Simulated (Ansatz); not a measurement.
HgTe (Coloradoite), 2 atoms in the cell. Symmetry: F-43m, No. 216, cubic system. The conventional cell has a = 6.429 Å, b = 6.429 Å, c = 6.429 Å, α = 90.00°, β = 90.00°, γ = 90.00°. Hg (site symmetry -43m) has 4 Te at 2.78 Å as nearest neighbours. Te (site symmetry -43m) has 4 Hg at 2.78 Å as nearest neighbours. 

* Program: Ansatz 0.2.0
* Task: relaxation of cell and atoms
* Functional: PBE
* Dispersion: D3(BJ)
* Potentials or basis: Ansatz PAW
* Cutoff: 420 eV (not typed: the program's choice for these potentials)
* k mesh: 7 × 7 × 7
* Occupations: fermi-dirac, width 0.05 eV
* Spin: no spin polarisation

Potentials or basis: Ansatz PAW.

Command:

```sh
$ ansatz run input.yaml --threads 2 --pin off --max-ram 5632MiB --backend cpu --events-out ev --progress --plain --runs-dir out
```

Hardware: 2 threads of Intel(R) Xeon(R) Processor @ 2.50GHz (Skylake/Cascade Lake) (shared host).

Question: How long does it take, and how much memory?

Answer: Run time: 16 s on 2 threads of Intel(R) Xeon(R) Processor @ 2.50GHz (Skylake/Cascade Lake), with other jobs on the host, peak memory 0.4 GiB. Counts: scf iterations 26, plane waves 1363, k points 20, bands 22, ion steps 5.
